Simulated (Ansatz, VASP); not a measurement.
**In3P2 in VASP and in Ansatz**

```
CELL_PARAMETERS angstrom
5.34920 -0.08111 -0.50010
0.03043 4.15196 -0.20417
0.49624 2.36183 5.66421
ATOMIC_POSITIONS crystal
In 0.97736 0.13538 0.81403
In 0.72205 0.42942 0.22485
In 0.24330 0.84186 0.39977
P 0.22915 0.49147 0.10101
P 0.73674 0.77906 0.52461
```

Alike in both runs: functional PBE; k mesh 4 × 4 × 4; occupations gaussian, width 0.1 eV; no spin polarisation.

Ansatz relaxed the structure, and its values are those at the end. VASP's run is a single point on that final structure, the one shown.

```csv
,VASP,Ansatz
version,VASP 6.6.1,Ansatz 0.2.0
potentials or method,"VASP PAW PBE potentials, release 64 (In_d, P)","scalar-relativistic, plane waves, PAW"
plane-wave cutoff (eV),520,420
valence electrons in the cell,49,49
```

```tsv
	VASP	Ansatz	Ansatz less VASP
gap on the k mesh at the Fermi level (eV)	none	none	-
pressure (GPa)	-0.1	0.0	+0.05
rms of the force components (eV/Å)	0.010	0.008	-0.0015
```

A gap of «none» marks a metal or a gap that the smearing closes.

Caveats: the k mesh is coarse (spacing up to 0.40 Å⁻¹), so the values aren't converged.
